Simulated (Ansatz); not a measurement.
**SnO$_{2}$: energy along a strain**

SnO$_{2}$, Pa-3, a = 5.170 Å. This isn't the usual stable structure of the compound. Ansatz: PBE, PAW, 420 eV, Γ-centred 8×8×8 mesh on 12 atoms, Gaussian smearing 0.05 eV; no spin polarisation. Cell vectors (Å): 5.170 0.000 0.000; 0.000 5.170 0.000; 0.000 0.000 5.170. The cell is strained by x per cent times the pattern (0 0 0 0 0 1) in the order xx yy zz yz xz xy (engineering shears), with fractional coordinates held. y is the free energy over the start, V0 = 11.514 Å³/atom. Symmetry makes y even in x.

```tsv
x (%)	y (meV/atom)
-2.00	1.56
-1.00	?
0.00	0.00
0.25	0.02
0.50	0.10
0.75	0.22
1.25	0.61
1.50	0.88
1.75	1.19
```

Fit y = c2 x² + c4 x⁴ to the other rows, get the stiffness along the pattern, and predict the missing energy.

Least squares on the rows shown. y = 0.3907 x² − 0.0002768 x⁴. The clamped-ion stiffness p·C·p = 2 × 3.907 eV × 160.2 / 11.514 Å³ = 109 GPa, which is C66 in these axes (C44 of the cubic crystal). At x = -1.00 the fit asked for gives 0.39 meV/atom. The run gave 0.39 meV/atom, the same to the digits shown.

Cost: 9 runs of about 24 core-minutes in all, on Intel Xeon Processor @ 2.50GHz (Skylake/Cascade Lake) (shared hosts).